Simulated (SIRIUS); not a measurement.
The system is Sb.

```
Sb
1.0
     3.12240    0.00000    0.00000
     0.00000    4.34752    0.00000
    -0.03891    0.00000    4.40585
Sb
2
Direct
  0.01139 0.25000 0.24117
  0.98861 0.75000 0.75883
```

This isn't the form of Sb at room conditions, which is rhombohedral.

* Program: SIRIUS 7.12.0
* Task: single point
* Functional: PBEsol
* Potentials or basis: all-electron FP-LAPW
* Cutoff: 149 eV
* Basis: apw+lo standard
* k mesh: 9 × 6 × 6
* Occupations: fermi-dirac, width 0.05 eV
* Spin: no spin polarisation

On this cell: largest force 0.047 eV/Å; band gap on the k mesh none (metal or under the smearing width).

The same run follows on a disturbed copy (atoms moved at random):

```
Sb
1.0
     3.12240    0.00000    0.00000
     0.00000    4.34752    0.00000
    -0.03891    0.00000    4.40585
Sb
2
Direct
  0.01218 0.26149 0.24261
  0.00154 0.74648 0.76535
```

Task: What does the disturbed cell give?

Result: The energy (extrapolated to zero smearing) moves by +1.6 meV/atom; largest force 0.099 eV/Å; band gap on the k mesh none (metal or under the smearing width).

Forces in eV/Å, atoms in the order of the input:
```
Sb  -0.013 -0.081  0.055
Sb   0.013  0.081 -0.055
```
